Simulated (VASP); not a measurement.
# CdTe (F-43m) in VASP: notebook

Runs on CdTe. Level: PBE. Tasks: single point.

Program: VASP 6.6.1. These are calculated values, not measurements. Logs are shortened: lines on timing, memory, paths and dates and some standing lists are left out, and cuts for length are marked.

## 1. The crystal as given

It takes space group F-43m (No. 216, cubic). The conventional cell has a = 6.410 Å, b = 6.410 Å, c = 6.410 Å, α = 90.00°, β = 90.00°, γ = 90.00°. Te (site symmetry -43m) is surrounded by 4 Cd at 2.78 Å. Cd (site symmetry -43m) has 4 Te at 2.78 Å as nearest neighbours.

## 2. Single point, PBE, spin-orbit coupling, no magnetisation

File INCAR:

```
SYSTEM = CdTe
PREC = Accurate
ENCUT = 460
EDIFF = 1E-7
ISMEAR = 0
SIGMA = 0.02
LREAL = .False.
LASPH = .True.
NELM = 100
ALGO = Normal
ISIF = 2
LWAVE = .False.
LCHARG = .False.
MAGMOM = 0 0 0 0 0 0
LORBIT = 11
LSORBIT = .True.
GGA_COMPAT = .False.
GGA = PE
NBANDS = 34
```

File KPOINTS:

```
regular mesh
0
Gamma
  5 5 5
  0 0 0
```

File POSCAR:

```
CdTe
1.0
    0.0000000000      3.2050000000      3.2050000000
    3.2050000000      0.0000000000      3.2050000000
    3.2050000000      3.2050000000      0.0000000000
Te Cd
1 1
Direct
    0.7500000000      0.7500000000      0.7500000000
    0.0000000000      0.0000000000      0.0000000000
```

Potentials or basis: VASP PAW PBE potentials, release 64 (Te, Cd).

Command:

```console
$ cat potpaw_PBE.64/Te/POTCAR potpaw_PBE.64/Cd/POTCAR > POTCAR
$ mpirun -np 1 vasp_ncl > vasp.out
```

OUTCAR:

```text
SYSTEM = CdTe
   PREC = Accurate
   ENCUT = 460
   EDIFF = 1E-7
   ISMEAR = 0
   LREAL = .False.
   LASPH = .True.
   NELM = 100
   ISIF = 2
   LORBIT = 11
   LSORBIT = .True.
   GGA = PE

 Found     14 irreducible k-points:

 Following reciprocal coordinates:
            Coordinates               Weight
  0.000000  0.000000  0.000000      1.000000
  0.200000  0.000000  0.000000      4.000000
 -0.200000  0.000000  0.000000      4.000000
  0.400000  0.000000  0.000000      4.000000
 -0.400000  0.000000  0.000000      4.000000
  0.200000  0.200000  0.000000      6.000000
   k-points           NKPTS =     14   k-points in BZ     NKDIM =     14   number of bands    NBANDS=     34
   number of dos      NEDOS =    301   number of ions     NIONS =      2
   total plane-waves  NPLWV =  32768
   dimension x,y,z NGX =    32 NGY =   32 NGZ =   32
   dimension x,y,z NGXF=    64 NGYF=   64 NGZF=   64
   ions per type =               1   1
   NGX,Y,Z   is equivalent  to a cutoff of  11.74, 11.74, 11.74 a.u.
   NGXF,Y,Z  is equivalent  to a cutoff of  23.47, 23.47, 23.47 a.u.
 SYSTEM =  CdTe
   PREC   = accura    normal or accurate (medium, high low for compatibility)
   ISTART =      0    job   : 0-new  1-cont  2-samecut
   ICHARG =      2    charge: 1-file 2-atom 10-const
   ISPIN  =      1    spin polarized calculation?
   LNONCOLLINEAR =      T non collinear calculations
   LSORBIT =      T    spin-orbit coupling
   LASPH  =      T    aspherical Exc in radial PAW
   ENCUT  =  460.0 eV  33.81 Ry    5.81 a.u.   7.93  7.93  7.93*2*pi/ulx,y,z
   NELM   =    100;   NELMIN=  2; NELMDL= -5     # of ELM steps
   EDIFF  = 0.1E-06   stopping-criterion for ELM
   LREAL  =      F    real-space projection
   EDIFFG = 0.1E-05   stopping-criterion for IOM
   NSW    =      0    number of steps for IOM
   IBRION =     -1    ionic relax: 0-MD 1-quasi-New 2-CG
   NFREE  =      0    steps in history (QN), initial steepest desc. (CG)
   ISIF   =      2    stress and relaxation
   ISYM   =      2    0-nonsym 1-usesym 2-fastsym
   POTIM  = 0.5000    time-step for ionic-motion
   TEBEG  =    0.0;   TEEND  =   0.0 temperature during run
   PSTRESS=    0.0 pullay stress
   NELECT =      18.0000    total number of electrons
   NUPDOWN=      -1.0000    fix difference up-down
   EMIN   =  10.00;   EMAX   =-10.00  energy-range for DOS
   EFERMI =   0.00;   METHOD = LEGACY
   ISMEAR =     0;   SIGMA  =   0.02  broadening in eV -4-tet -1-fermi 0-gaus
   EFERMI_NEDOS =   21; number of points for ismear=-14 and -15
   IALGO  =     38    algorithm
   IMIX   =      4    mixing-type and parameters
     AMIX     =   0.40;   BMIX     =  1.00
     AMIX_MAG =   1.60;   BMIX_MAG =  1.00
  volume/ion in A,a.u.               =      32.92       222.17
  Fermi-wavevector in a.u.,A,eV,Ry     =   1.062497  2.007828 15.359610  1.128899
  Thomas-Fermi vector in A             =   2.197950
   LORBIT       =     11    0 simple, 1 ext, 2 COOP (PROOUT), +10 PAW based schemes
   GGA     = PE    functional components
   LHFCALC =     F    Hartree Fock is set to
   AEXX    =    0.0000 exact exchange contribution
   IVDW    =     0    specifies the selected vdW correction
   LEPSILON=     F    determine dielectric tensor
   LRPA    =     F    only Hartree local field effects (RPA)
 Gauss-broadening in eV      SIGMA  =   0.02
  energy-cutoff  :      460.00
  volume of cell :       65.84
 maximum number of plane-waves:      2970
   NGX = 15   NGY = 15   NGZ = 15

 number of electron      18.0000005 magnetization       0.0000000      0.0000000      0.0000000

 number of electron      18.0000005 magnetization      -0.0000000     -0.0000000     -0.0000000

 number of electron      18.0000005 magnetization      -0.0000000      0.0000000      0.0000000

 number of electron      18.0000005 magnetization      -0.0000000     -0.0000000      0.0000000

 Free energy of the ion-electron system (eV)
  ---------------------------------------------------
  ext. energy  EPLUGINS =         0.00000000
  ---------------------------------------------------
  free energy    TOTEN  =        -4.83286692 eV

  energy without entropy =       -4.83286692  energy(sigma->0) =       -4.83286692

 E-fermi :   3.0930     XC(G=0):  -8.7268

 val. band max:        2.9376572603   @ k =   0.0000   0.0000   0.0000
 cond. band min:       3.5356336929   @ k =   0.0000   0.0000   0.0000
 fundamental gap:      0.5979764326
 Fermi energy:         3.0929710504

 k-point     1 :       0.0000    0.0000    0.0000
  band No.  band energies     occupation
      1      -8.6959      1.00000
      2      -8.6959      1.00000
      3      -6.0579      1.00000
      4      -6.0579      1.00000
      5      -6.0579      1.00000
      6      -6.0579      1.00000
[... 22 lines left out ...]
     29      12.0759      0.00000
     30      12.0759      0.00000

 k-point     2 :       0.2000    0.0000    0.0000
  band No.  band energies     occupation
      1      -8.5480      1.00000
      2      -8.5480      1.00000
      3      -6.0625      1.00000
      4      -6.0353      1.00000
      5      -5.9765      1.00000
      6      -5.9765      1.00000
[... 22 lines left out ...]
     29      11.0947      0.00000
     30      11.0951      0.00000

 k-point     3 :      -0.2000    0.0000    0.0000
  band No.  band energies     occupation
      1      -8.5480      1.00000
      2      -8.5480      1.00000
      3      -6.0625      1.00000
      4      -6.0353      1.00000
      5      -5.9765      1.00000
      6      -5.9765      1.00000
[... 22 lines left out ...]
     29      11.0947      0.00000
     30      11.0951      0.00000

 k-point     4 :       0.4000    0.0000    0.0000
  band No.  band energies     occupation
      1      -8.3116      1.00000
      2      -8.3116      1.00000
      3      -6.0463      1.00000
      4      -6.0296      1.00000
      5      -5.8036      1.00000
      6      -5.8036      1.00000
[... 22 lines left out ...]
     29      12.1542      0.00000
     30      12.1542      0.00000

 k-point     5 :      -0.4000    0.0000    0.0000
  band No.  band energies     occupation
      1      -8.3116      1.00000
      2      -8.3116      1.00000
      3      -6.0463      1.00000
      4      -6.0296      1.00000
      5      -5.8036      1.00000
      6      -5.8036      1.00000
[... 22 lines left out ...]
     29      12.1542      0.00000
     30      12.1542      0.00000

 k-point     6 :       0.2000    0.2000    0.0000
  band No.  band energies     occupation
      1      -8.4996      1.00000
      2      -8.4996      1.00000
      3      -6.0317      1.00000
      4      -6.0317      1.00000
      5      -5.9643      1.00000
      6      -5.9643      1.00000
[... 22 lines left out ...]
     29      12.4152      0.00000
     30      12.4152      0.00000

 [... further k-points ...]

 [bands above 30 left out]

------------------------ aborting loop because EDIFF is reached ----------------------------------------

  FORCE on cell =-STRESS in cart. coord.  units (eV):
  Direction    XX          YY          ZZ          XY          YZ          ZX
  --------------------------------------------------------------------------------------
  -------------------------------------------------------------------------------------
  Total        1.8213026      1.8213026      1.8213026      0.0000000      0.0000000      0.0000000
  in kB       44.3178410     44.3178410     44.3178410      0.0000000      0.0000000      0.0000000
  external PRESSURE =      44.3178410 kB  Pullay stress =       0.0000000 kB

 VOLUME and BASIS-vectors are now :
 -----------------------------------------------------------------------------
  energy-cutoff  :      460.00
  volume of cell :       65.84
      direct lattice vectors                 reciprocal lattice vectors
     0.000000000  3.205000000  3.205000000    -0.156006240  0.156006240  0.156006240
     3.205000000  0.000000000  3.205000000     0.156006240 -0.156006240  0.156006240
     3.205000000  3.205000000  0.000000000     0.156006240  0.156006240 -0.156006240

 POSITION                                       TOTAL-FORCE (eV/Angst)
 -----------------------------------------------------------------------------------
      4.80750      4.80750      4.80750         0.000000      0.000000      0.000000
      0.00000      0.00000      0.00000        -0.000000     -0.000000     -0.000000
 -----------------------------------------------------------------------------------
    total drift:                               -0.000000     -0.000000     -0.000000

  FREE ENERGIE OF THE ION-ELECTRON SYSTEM (eV)
  ---------------------------------------------------
  free  energy   TOTEN  =        -4.8328669159 eV

  energy  without entropy=       -4.8328669159  energy(sigma->0) =       -4.83286692

 Spin-Orbit-Coupling matrix elements

 Ion:    1  E_soc:     -0.1913989
 l=   1
     0.0000000    -0.0318192    -0.0318192
    -0.0318192     0.0000000    -0.0318192
    -0.0318192    -0.0318192     0.0000000
 l=   2
     0.0000000    -0.0000323     0.0000000    -0.0000323    -0.0000483
    -0.0000323     0.0000000    -0.0000362    -0.0000323    -0.0000121
     0.0000000    -0.0000362     0.0000000    -0.0000362     0.0000000
    -0.0000323    -0.0000323    -0.0000362     0.0000000    -0.0000121
    -0.0000483    -0.0000121     0.0000000    -0.0000121     0.0000000
 l=   3
     0.0000000     0.0000000     0.0000000     0.0000000     0.0000000     0.0000000     0.0000000
     0.0000000     0.0000000     0.0000000     0.0000000     0.0000000     0.0000000     0.0000000
     0.0000000     0.0000000     0.0000000     0.0000000     0.0000000     0.0000000     0.0000000
     0.0000000     0.0000000     0.0000000     0.0000000     0.0000000     0.0000000     0.0000000
     0.0000000     0.0000000     0.0000000     0.0000000     0.0000000     0.0000000     0.0000000
     0.0000000     0.0000000     0.0000000     0.0000000     0.0000000     0.0000000     0.0000000
     0.0000000     0.0000000     0.0000000     0.0000000     0.0000000     0.0000000     0.0000000

 Ion:    2  E_soc:     -0.0617114
 l=   1
     0.0000000    -0.0032872    -0.0032872
    -0.0032872     0.0000000    -0.0032872
    -0.0032872    -0.0032872     0.0000000
 l=   2
     0.0000000    -0.0014142     0.0000000    -0.0014142    -0.0055838
    -0.0014142     0.0000000    -0.0041879    -0.0014142    -0.0013960
     0.0000000    -0.0041879     0.0000000    -0.0041879     0.0000000
    -0.0014142    -0.0014142    -0.0041879     0.0000000    -0.0013960
    -0.0055838    -0.0013960     0.0000000    -0.0013960     0.0000000
 l=   3
     0.0000000     0.0000000     0.0000000     0.0000000     0.0000000     0.0000000     0.0000000
     0.0000000     0.0000000     0.0000000     0.0000000     0.0000000     0.0000000     0.0000000
     0.0000000     0.0000000     0.0000000     0.0000000     0.0000000     0.0000000     0.0000000
     0.0000000     0.0000000     0.0000000     0.0000000     0.0000000     0.0000000     0.0000000
     0.0000000     0.0000000     0.0000000     0.0000000     0.0000000     0.0000000     0.0000000
     0.0000000     0.0000000     0.0000000     0.0000000     0.0000000     0.0000000     0.0000000
     0.0000000     0.0000000     0.0000000     0.0000000     0.0000000     0.0000000     0.0000000

 total charge

# of ion       s       p       d       tot
------------------------------------------
    1        1.347   2.084   0.023   3.454
    2        0.475   0.339   9.531  10.344
--------------------------------------------------
tot          1.822   2.422   9.554  13.798

 magnetization (x)

# of ion       s       p       d       tot
------------------------------------------
    1        0.000   0.000  -0.000   0.000
    2       -0.000  -0.000  -0.000  -0.000
--------------------------------------------------
tot         -0.000  -0.000  -0.000  -0.000

 magnetization (y)

# of ion       s       p       d       tot
------------------------------------------
    1        0.000   0.000  -0.000  -0.000
    2       -0.000  -0.000   0.000  -0.000
--------------------------------------------------
tot         -0.000  -0.000  -0.000  -0.000

 magnetization (z)

# of ion       s       p       d       tot
------------------------------------------
    1        0.000   0.000  -0.000   0.000
    2        0.000  -0.000  -0.000   0.000
--------------------------------------------------
tot          0.000  -0.000  -0.000   0.000
```

Run time: 33 s. Hardware: 1 thread of Intel Xeon Platinum 8559C (Emerald Rapids), shared host; peak memory 0.31 GiB.

These settings aren't checked as converged: the numbers below hold their error.

What came out:

```
Free energy                                           : -4.8329 eV
Pressure                                              : 4.4 GPa
Valence electrons inside the program's atomic spheres : Te 3.45; Cd 10.34
```

## 3. Single point, PBE, spin-orbit coupling, no magnetisation

Edit INCAR of step 2 so:

```diff
@@ -2,3 +2,3 @@
 PREC = Accurate
-ENCUT = 460
+ENCUT = 520
 EDIFF = 1E-7
```

KPOINTS is that of step 2.

POSCAR is that of step 2.

Potentials or basis: VASP PAW PBE potentials, release 64 (Te, Cd).

Command:

```console
$ cat potpaw_PBE.64/Te/POTCAR potpaw_PBE.64/Cd/POTCAR > POTCAR
$ mpirun -np 1 vasp_ncl > vasp.out
```

It took 48 s on 1 thread of Intel Xeon Platinum 8559C (Emerald Rapids), shared host; peak memory 0.39 GiB.

These settings aren't checked as converged: the numbers below hold their error.

Results:

```
Free energy                                           : -4.8331 eV
Pressure                                              : 4.5 GPa
Valence electrons inside the program's atomic spheres : Te 3.45; Cd 10.34
```

## 4. Single point, PBE, spin-orbit coupling, no magnetisation

Edit INCAR of step 3 so:

```diff
@@ -2,4 +2,4 @@
 PREC = Accurate
-ENCUT = 520
-EDIFF = 1E-7
+ENCUT = 400
+EDIFF = 0.001
 ISMEAR = 0
```

File KPOINTS:

```
regular mesh
0
Gamma
  6 6 6
  0 0 0
```

POSCAR is that of step 3.

Command:

```console
$ cat potpaw_PBE.64/Te/POTCAR potpaw_PBE.64/Cd/POTCAR > POTCAR
$ mpirun -np 1 vasp_ncl > vasp.out
```

Wall time 26 s (1 thread of Intel Xeon Platinum 8559C (Emerald Rapids), shared host); peak memory 0.29 GiB.

These settings aren't checked as converged: the numbers below hold their error.

What came out:

```yaml
Free_energy: -4.8441 eV
Pressure: 4.1 GPa
Valence_electrons_inside_the_program's_atomic_spheres: Te 3.45; Cd 10.35
```

## 5. Single point, PBE, spin-orbit coupling, no magnetisation

Edit INCAR of step 4 so:

```diff
@@ -3,3 +3,3 @@
 ENCUT = 400
-EDIFF = 0.001
+EDIFF = 1E-5
 ISMEAR = 0
```

KPOINTS is that of step 4.

POSCAR is that of step 4.

Command:

```console
$ cat potpaw_PBE.64/Te/POTCAR potpaw_PBE.64/Cd/POTCAR > POTCAR
$ mpirun -np 1 vasp_ncl > vasp.out
```

Wall time 47 s (1 thread of Intel Xeon Platinum 8559C (Emerald Rapids), shared host); peak memory 0.29 GiB.

These settings aren't checked as converged: the numbers below hold their error.

Results:

- Free energy: -4.8444 eV
- Pressure: 4.1 GPa
- Valence electrons inside the program's atomic spheres: Te 3.45; Cd 10.34

## 6. The reference run

An earlier run on the cell as given: functional PBEsol; potentials or basis VASP PAW PBE potentials, release 64 (Te, Cd); cutoff 520 eV; k mesh 7 × 7 × 7; occupations fermi-dirac, width 0.05 eV; no spin polarisation.

- Pressure: 1.9 GPa
- Band gap on the k mesh: 0.76 eV, direct
